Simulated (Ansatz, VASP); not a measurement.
Two plane-wave programs on TiB2

```
CELL_PARAMETERS angstrom
2.94009 0.00000 0.00000
-1.47005 2.54619 0.00000
0.00000 0.00000 3.08002
ATOMIC_POSITIONS crystal
Ti 0.00000 0.00000 0.00000
B 0.33333 0.66667 0.50000
B 0.66667 0.33333 0.50000
```

Alike in both runs: functional LDA; k mesh 11 × 11 × 9; occupations fermi-dirac, width 0.1 eV; no spin polarisation.

Ansatz relaxed the structure, and its values are those at the end. VASP's run is a single point on that final structure, the one shown.

```csv
,VASP,Ansatz
version,VASP 6.6.1,Ansatz 0.2.0
potentials or method,"VASP PAW LDA potentials, release 64 (Ti_sv, B)","PAW with Ansatz's default frozen-core files, scalar-relativistic"
plane-wave cutoff (eV),520,420
valence electrons in the cell,18,18
```

Ansatz gave:

* pressure (GPa): 19.3

What did VASP give for the same quantities?

Pressure (GPa): 20.0.

Caveats: so large a pressure means that the cell lies far from this level's equilibrium, or that cutoff or potentials fall short (VASP).
